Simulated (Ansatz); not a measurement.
## Convergence of TiAl₂ with the plane-wave cutoff

Computed with Ansatz 0.2.0, DFT PBEsol, scalar-relativistic, plane waves, PAW.

```
Ti Al
1.0
     1.98679   -5.96919    0.00214
     2.04112    5.98698    0.05508
     0.05826    0.01765    4.12387
Ti Al
2 4
Direct
  0.65308 0.35730 0.00264
  0.35016 0.64652 0.00700
  0.00922 0.00993 0.01864
  0.82028 0.17159 0.50796
  0.15786 0.82804 0.50600
  0.49333 0.49240 0.48658
```

```
Γ-centred k-mesh               : 8×8×8
occupation rule                : Gaussian smearing, 0.1 eV
spin treatment                 : unpolarised
valence charge of the PAW sets : Ti 12, Al 3
```

The atoms stay fixed while the plane-wave cutoff is varied. ΔE is the energy extrapolated to zero smearing, less that of the reference run (600 eV). The cell was strained and its atoms displaced at random, so that forces don't vanish. Pressure is positive in compression and holds a correction for the finite cutoff (Pulay stress).

Times are rough; the reference took 39 s on 1 thread of Intel(R) Xeon(R) 6975P-C (Granite Rapids), with other jobs on the host, peak memory 1.1 GiB.

Q: One run gave ΔE = 2050 meV/atom and P = -7.03 GPa. Which plane-wave cutoff did it use, of 200, 250, 300, 350, 420?

A: 200 eV. All runs:

```tsv
cutoff (eV)	ΔE (meV/atom)	P (GPa)	largest change of a force component (eV/Å)	plane waves at Γ	wall time (s)
200	2050	-7.03	0.269	651	13
250	424	-2.87	0.190	893	15
300	65.4	-4.91	0.037	1169	17
350	8.73	-5.01	0.004	1473	21
420	0.54	-5.00	0.000	1945	26
600	0.00	-5.00	0.000	3293	39
```